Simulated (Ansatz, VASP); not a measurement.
## One calculation of Tl, two programs

```
Tl
1.0
     3.45600    0.00000    0.00000
    -1.72800    2.99298    0.00000
     0.00000    0.00000    5.52500
Tl
2
Direct
  0.33333 0.66667 0.25000
  0.66667 0.33333 0.75000
```

Alike in both runs: task single point; functional PBE; k mesh 6 × 6 × 4; occupations gaussian, width 0.1 eV; no spin polarisation.

|  | VASP | Ansatz |
| --- | --- | --- |
| version | VASP 6.6.1 | Ansatz 0.2.0 |
| potentials or method | VASP PAW PBE potentials, release 64 (Tl_d) | scalar-relativistic, plane waves, PAW |
| plane-wave cutoff (eV) | 520 | 420 |
| valence electrons in the cell | 26 | 26 |

```tsv
	VASP	Ansatz	Ansatz less VASP
gap on the k mesh at the Fermi level (eV)	none	none	-
pressure (GPa)	3.0	3.1	+0.06
largest component of the traceless stress (GPa)	1.75	1.74	-0.014
```

A gap of «none» marks a metal or a gap that the smearing closes.

The runs have no spin-orbit coupling, so splittings on Tl are missing.
